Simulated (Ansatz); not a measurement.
# Ti (P6/mmm) in Ansatz: further runs

Runs on Ti. Level: LDA. Tasks: single point, equation of state.

All numbers are computed with Ansatz 0.2.0; they aren't measurements. Logs are shortened: lines on timing, memory, paths and dates and some standing lists are left out, and cuts for length are marked.

## 1. Starting point

The structure is hexagonal, space group P6/mmm (No. 191). Conventional cell: a = 4.567 Å, b = 4.567 Å, c = 2.826 Å, α = 90.00°, β = 90.00°, γ = 120.00°. Ti (site symmetry -6m2) has 11 Ti at 2.64 to 2.99 Å as nearest neighbours. Ti (site symmetry 6/mmm) is surrounded by 14 Ti at 2.83 to 2.99 Å.

This isn't the form of Ti at room conditions, which is hcp.

## 2. Single point, LDA, 16.00 Å³/atom (volume scaled by 0.94)

input.yaml

```yaml
crystal:
  lattice:
    - [4.4741369374, 0.0, 0.0]
    - [-2.2370684687, 3.8747162478, 0.0]
    - [0.0, 0.0, 2.7685496267]
  atoms:
    - { symbol: Ti, position: [0.6666666667, 0.3333333333, 0.5] }
    - { symbol: Ti, position: [0.3333333333, 0.6666666667, 0.5] }
    - { symbol: Ti, position: [0.0, 0.0, 0.0] }
hamiltonian:
  xc: lda
  pseudopotentials: { kind: paw }
kpoints:
  mp_grid: { grid: [7, 7, 9] }
scf:
  occupations: { method: fermi_dirac, width: 0.05 }
output:
  forces: true
  stress: true
  eigenvalues: true
```

Potentials or basis: Ansatz PAW.

On the command line:

```console
> ansatz run input.yaml --threads 2 --pin off --max-ram 5632MiB --backend cpu --events-out ev --progress --plain --runs-dir out
```

What it wrote:

```text
Warning: RAYON_NUM_THREADS=2 ignored (pool sized by the plan → 2); use --threads N
Engine: ansatz 0.2.0, x86_64-unknown-linux-gnu
Pseudopotentials: kind: paw
Pseudopotential: Ti, paw, valence charge 12, recommended cutoff 420 eV (normal), Ti.paw.azcp
Functional definition: SPW92
  exchange = slater_x
  correlation = pw_c
Crystal: 3 atoms, lattice volume = 47.996 Å³
Basis set: ecut = 420 eV, 939 PW (Γ)
Bands: 22, of which v1, the nominal top of the filled ones, is band 18 counted from 1 (17 counted from 0)
Symmetry: 24 space group operations
Space group: P6/mmm (ITA 191), of the structure as read, at distance tolerance 3.6e-5 Å
k-points: 40 of 441
Non-local potential: Ti, projectors of the file, l = 0: 3, l = 1: 2, l = 2: 3, l = 3: 1
PAW form: soft (Blöchl's): semilocal exchange-correlation on the pseudo side does not see the compensation charge
PAW frozen core: Ti, regenerated for the run's functional, and the local potential with it (the file was generated under x = pbe(κ = 0.804, μ = 0.2195149727645171), c = pbe(β = 0.06672455060314922))
PAW one-centre angular grid: Ti, 590 points (default); XC on 64 Gauss nodes
Initial density: superposition of atomic densities (neutral atoms: chi_scale 0, normalization atom), corrected by the library's trained network
Initial wavefunctions: pseudopotential atomic-orbital guess
Functional: x = slater, c = lda
SCF iter   1: F=—  HF=-7351.002794 eV  |F-HF|=—  |Δ(HF+E_count)|=         —  Δρ=1.17e-2  dr2=6.72e-2  ethr=1.77e-3  ⟨swp⟩=4.1  Hψ=3102  notcnv=0
preconditioner: auto → none  [metal: Δε(μ)=0.014 eV  Ē_g=2.574 eV  σ=0.050 eV  W_gap=0.07  n_scr=8 (ndim 8)  ℏωp=18.6 eV  f_vac=0.000  D(μ)=2.57/eV (n_scr^D=26)  sad-step TF]
SCF iter   2: F=—  HF=-7350.991796 eV  |F-HF|=—  |Δ(HF+E_count)|=   1.10e-2  Δρ=6.64e-3  dr2=2.71e-2  ethr=1.87e-4  ⟨swp⟩=2.0  Hψ=1319  notcnv=0
SCF iter   3: F=—  HF=-7350.987010 eV  |F-HF|=—  |Δ(HF+E_count)|=   4.79e-3  Δρ=6.23e-4  dr2=2.13e-4  ethr=7.53e-5  ⟨swp⟩=2.0  Hψ=1214  notcnv=0
SCF iter   4: F=—  HF=-7350.987005 eV  |F-HF|=—  |Δ(HF+E_count)|=   4.58e-6  Δρ=2.22e-4  dr2=2.85e-5  ethr=5.92e-7  ⟨swp⟩=2.5  Hψ=1528  notcnv=0
SCF iter   5: F=—  HF=-7350.986996 eV  |F-HF|=—  |Δ(HF+E_count)|=   9.76e-6  Δρ=7.84e-5  dr2=3.33e-6  ethr=7.92e-8  ⟨swp⟩=2.1  Hψ=1169  notcnv=0
SCF iter   6: F=—  HF=-7350.986995 eV  |F-HF|=—  |Δ(HF+E_count)|=   6.36e-7  Δρ=1.60e-5  dr2=1.27e-7  ethr=9.24e-9  ⟨swp⟩=2.1  Hψ=1167  notcnv=0
SCF iter   7: F=-7350.986995 eV  HF=-7350.986995 eV  |F-HF|=1.83e-9  |Δ(HF+E_count)|=   3.27e-8  Δρ=1.67e-6  dr2=2.07e-9  ethr=2.78e-10  ⟨swp⟩=4.8  Hψ=3128  notcnv=0
SCF 1 converged in 7 iterations: F = -7350.986995 eV  dr2 = 2.07e-9
SCF converged after 7 iterations
Free energy (F): -7350.986995 eV
Harris-Foulkes:  -7350.986995 eV  (|F-HF|=1.83e-9)
Internal energy: -7350.963550 eV  (E = F + TS)
E sigma→0 (E₀):  -7350.975272 eV
Entropy (-TS):   -0.023445 eV (-7.815 meV/atom)
Fermi energy:    14.274952 eV
--- Per-component energies (eV) ---
  E_band       = -426.259941
  E_kinetic    = 822.830167
  E_local      = -2324.448653  (includes V_loc(G=0)·N_el)
  E_nonlocal   = 37.049297
  E_hartree    = 961.119697
  E_xc         = -291.628913
  E_vxc        = -367.082140  (∫ρ·V_xc dr)
  E_paw        = -2998.103085  (= ΣΔE_a)
  E_vpaw       = -516.847235  (= ΣTr[D̂ρ^β])
  E_aug_tail   = 0.000280  (compensation charges beyond the density's cutoff)
  E_ewald      = -3558.760190
  E_core_change = 0.977851  (= ΣΔE_core)
  E_smearing   = -0.023445  (= −TS)
  E_closure    = 0.000000  (closes the sum)
  Σ components = -7350.986995   (vs F -7350.986995, Δ=0.00e0)
--- Forces (eV/Å), atoms counted from 1 ---
  atom   1  Ti    -0.00000000    -0.00000000    -0.00000000
  atom   2  Ti    -0.00000000     0.00000000     0.00000000
  atom   3  Ti    -0.00000000     0.00000000     0.00000000
  max |Σ_I F_I| component: 1.11e-16 eV/Å
--- Stress (GPa, compression-positive) ---
       -1.483985       0.000000      -0.000000
        0.000000      -1.483985      -0.000000
       -0.000000      -0.000000      -0.598915
  P = ⅓ Tr σ = -1.1890 GPa (-11.890 kbar)
--- Band table (eV; the first three rows and the last of 40) ---
  k-point 0: bands = ["-41.8643", "-41.6073", "-41.3980", "-18.5271", "-18.5271", "-18.4735", "-18.4735", "-18.0684", "-17.8381", "-17.7444", "-17.7198", "-17.7198", "8.1341", "12.1316", "13.5713", "13.5713", "13.6809", "13.6809", "14.2487", "14.9631", "15.6210", "15.6210"]
  k-point 1: bands = ["-41.8526", "-41.6014", "-41.3897", "-18.5115", "-18.5115", "-18.4640", "-18.4640", "-18.1313", "-17.9152", "-17.8079", "-17.7218", "-17.7218", "8.4310", "12.3727", "13.3526", "13.3526", "13.5260", "13.5260", "14.6470", "15.2245", "15.5396", "15.5396"]
  k-point 2: bands = ["-41.8224", "-41.5868", "-41.3686", "-18.4710", "-18.4710", "-18.4400", "-18.4400", "-18.2867", "-18.1092", "-17.9667", "-17.7278", "-17.7278", "9.2593", "12.8371", "12.8371", "12.9190", "13.1578", "13.1578", "15.5046", "15.5046", "15.7603", "15.9486"]
  k-point 39: bands = ["-41.7619", "-41.4678", "-41.4246", "-18.7383", "-18.5752", "-18.5081", "-18.3007", "-18.2395", "-18.2041", "-18.1360", "-17.9883", "-17.6542", "11.4832", "12.4158", "12.8563", "13.1737", "13.1887", "13.3857", "14.4994", "14.9299", "15.1866", "15.5607"]
```

Wall time 2.4 s (2 threads of AMD EPYC (Zen 3), shared host); peak memory 0.34 GiB.

Results:

| Property | Result |
| --- | --- |
| Free energy | -7350.9870 eV |
| Pressure | -1.2 GPa |
| Band gap on the k mesh | none (metal or under the smearing width) |

Caveat: the PAW data sets come from PBE, with cores solved anew for the run's functional, which leaves a small shift of forces and pressure.

## 3. Single point, LDA, 16.34 Å³/atom (volume scaled by 0.96)

input.yaml: that of step 2 with these lines changed.

```diff
@@ -2,5 +2,5 @@
   lattice:
-    - [4.4741369374, 0.0, 0.0]
-    - [-2.2370684687, 3.8747162478, 0.0]
-    - [0.0, 0.0, 2.7685496267]
+    - [4.5056459821, 0.0, 0.0]
+    - [-2.252822991, 3.9020038809, 0.0]
+    - [0.0, 0.0, 2.7880470975]
   atoms:
```

Potentials or basis: Ansatz PAW.

On the command line:

```console
> ansatz run input.yaml --threads 2 --pin off --max-ram 5632MiB --backend cpu --events-out ev --progress --plain --runs-dir out
```

Run time: 2.7 s. Hardware: 2 threads of AMD EPYC (Zen 3), shared host; peak memory 0.35 GiB.

Results (log left out):

* Free energy: -7350.9713 eV
* Pressure: -3.7 GPa
* Band gap on the k mesh: none (metal or under the smearing width)

Caveat: the PAW data sets come from PBE, with cores solved anew for the run's functional, which leaves a small shift of forces and pressure.

## 4. Single point, LDA, 16.68 Å³/atom (volume scaled by 0.98)

input.yaml: that of step 3 with these lines changed.

```diff
@@ -2,5 +2,5 @@
   lattice:
-    - [4.5056459821, 0.0, 0.0]
-    - [-2.252822991, 3.9020038809, 0.0]
-    - [0.0, 0.0, 2.7880470975]
+    - [4.5367203846, 0.0, 0.0]
+    - [-2.2683601923, 3.9289151029, 0.0]
+    - [0.0, 0.0, 2.8072756161]
   atoms:
```

On the command line:

```console
> ansatz run input.yaml --threads 2 --pin off --max-ram 5632MiB --backend cpu --events-out ev --progress --plain --runs-dir out
```

Wall time 2.9 s (2 threads of AMD EPYC (Zen 3), shared host); peak memory 0.34 GiB.

It converged, with:

```
Free energy            : -7350.9403 eV
Pressure               : -6.0 GPa
Band gap on the k mesh : none (metal or under the smearing width)
```

Caveat: the PAW data sets come from PBE, with cores solved anew for the run's functional, which leaves a small shift of forces and pressure.

## 5. Single point, LDA, 17.02 Å³/atom

input.yaml: that of step 4 with these lines changed.

```diff
@@ -2,5 +2,5 @@
   lattice:
-    - [4.5367203846, 0.0, 0.0]
-    - [-2.2683601923, 3.9289151029, 0.0]
-    - [0.0, 0.0, 2.8072756161]
+    - [4.5673748306, 0.0, 0.0]
+    - [-2.2836874153, 3.9554626319, 0.0]
+    - [0.0, 0.0, 2.82624427]
   atoms:
@@ -20 +20,5 @@
   eigenvalues: true
+  write_density: true
+  write_potential: true
+  elf: true
+  volumetric_format: npy
```

On the command line:

```console
> ansatz run input.yaml --threads 2 --pin off --max-ram 5632MiB --backend cpu --events-out ev --progress --plain --runs-dir out
```

Run time: 4.3 s. Hardware: 2 threads of AMD EPYC (Zen 3), shared host; peak memory 0.35 GiB.

The run converged. Its results:

| Property | Result |
| --- | --- |
| Free energy | -7350.8955 eV |
| Pressure | -8.0 GPa |
| Band gap on the k mesh | none (metal or under the smearing width) |

Caveat: the PAW data sets come from PBE, with cores solved anew for the run's functional, which leaves a small shift of forces and pressure.

## 6. Single point, LDA, 17.36 Å³/atom (volume scaled by 1.02)

input.yaml: that of step 5 with these lines changed.

```diff
@@ -2,5 +2,5 @@
   lattice:
-    - [4.5673748306, 0.0, 0.0]
-    - [-2.2836874153, 3.9554626319, 0.0]
-    - [0.0, 0.0, 2.82624427]
+    - [4.5976232276, 0.0, 0.0]
+    - [-2.2988116138, 3.9816585121, 0.0]
+    - [0.0, 0.0, 2.8449616649]
   atoms:
```

Potentials or basis: Ansatz PAW.

On the command line:

```console
> ansatz run input.yaml --threads 2 --pin off --max-ram 5632MiB --backend cpu --events-out ev --progress --plain --runs-dir out
```

Wall time 4.5 s (2 threads of AMD EPYC (Zen 3), shared host); peak memory 0.35 GiB.

The run converged. Its results:

```
Free energy            : -7350.8381 eV
Pressure               : -9.9 GPa
Band gap on the k mesh : none (metal or under the smearing width)
```

Caveat: the PAW data sets come from PBE, with cores solved anew for the run's functional, which leaves a small shift of forces and pressure.

## 7. Single point, LDA, 17.70 Å³/atom (volume scaled by 1.04)

input.yaml: that of step 6 with these lines changed.

```diff
@@ -2,5 +2,5 @@
   lattice:
-    - [4.5976232276, 0.0, 0.0]
-    - [-2.2988116138, 3.9816585121, 0.0]
-    - [0.0, 0.0, 2.8449616649]
+    - [4.6274787604, 0.0, 0.0]
+    - [-2.3137393802, 4.007514162, 0.0]
+    - [0.0, 0.0, 2.8634359596]
   atoms:
@@ -20,5 +20 @@
   eigenvalues: true
-  write_density: true
-  write_potential: true
-  elf: true
-  volumetric_format: npy
```

On the command line:

```console
> ansatz run input.yaml --threads 2 --pin off --max-ram 5632MiB --backend cpu --events-out ev --progress --plain --runs-dir out
```

Wall time 3.4 s (2 threads of AMD EPYC (Zen 3), shared host); peak memory 0.35 GiB.

Results (log left out):

- Free energy: -7350.7694 eV
- Pressure: -11.6 GPa
- Band gap on the k mesh: none (metal or under the smearing width)

Caveat: the PAW data sets come from PBE, with cores solved anew for the run's functional, which leaves a small shift of forces and pressure.

## 8. Single point, LDA, 18.04 Å³/atom (volume scaled by 1.06)

input.yaml: that of step 7 with these lines changed.

```diff
@@ -2,5 +2,5 @@
   lattice:
-    - [4.6274787604, 0.0, 0.0]
-    - [-2.3137393802, 4.007514162, 0.0]
-    - [0.0, 0.0, 2.8634359596]
+    - [4.6569539421, 0.0, 0.0]
+    - [-2.328476971, 4.0330404181, 0.0]
+    - [0.0, 0.0, 2.881674897]
   atoms:
```

On the command line:

```console
> ansatz run input.yaml --threads 2 --pin off --max-ram 5632MiB --backend cpu --events-out ev --progress --plain --runs-dir out
```

Wall time 4.2 s (2 threads of AMD EPYC (Zen 3), shared host); peak memory 0.35 GiB.

It converged, with:

```yaml
Free_energy: -7350.6904 eV
Pressure: -13.1 GPa
Band_gap_on_the_k_mesh: none (metal or under the smearing width)
```

Caveat: the PAW data sets come from PBE, with cores solved anew for the run's functional, which leaves a small shift of forces and pressure.

## 9. Equation of state, LDA

Potentials or basis: Ansatz PAW.

No new run: the results of the series are fitted here.

What came out:

| Quantity | Value |
| --- | --- |
| Equilibrium volume | 15.85 Å³/atom (rough: see the caveat) |
| Bulk modulus at fixed shape and positions | 129 GPa (rough) |

Energy against volume, from the lowest point:
| volume (Å³/atom) | energy (meV/atom) |
| --- | --- |
| 15.999 | 0.00 |
| 16.339 | 5.24 |
| 16.679 | 15.57 |
| 17.020 | 30.51 |
| 17.360 | 49.62 |
| 17.701 | 72.53 |
| 18.041 | 98.85 |

Caveat: the minimum lies outside the volumes run; the cell was scaled at fixed shape and fractional positions, which overstates the stiffness of a crystal with free parameters, most of all of layers and chains.
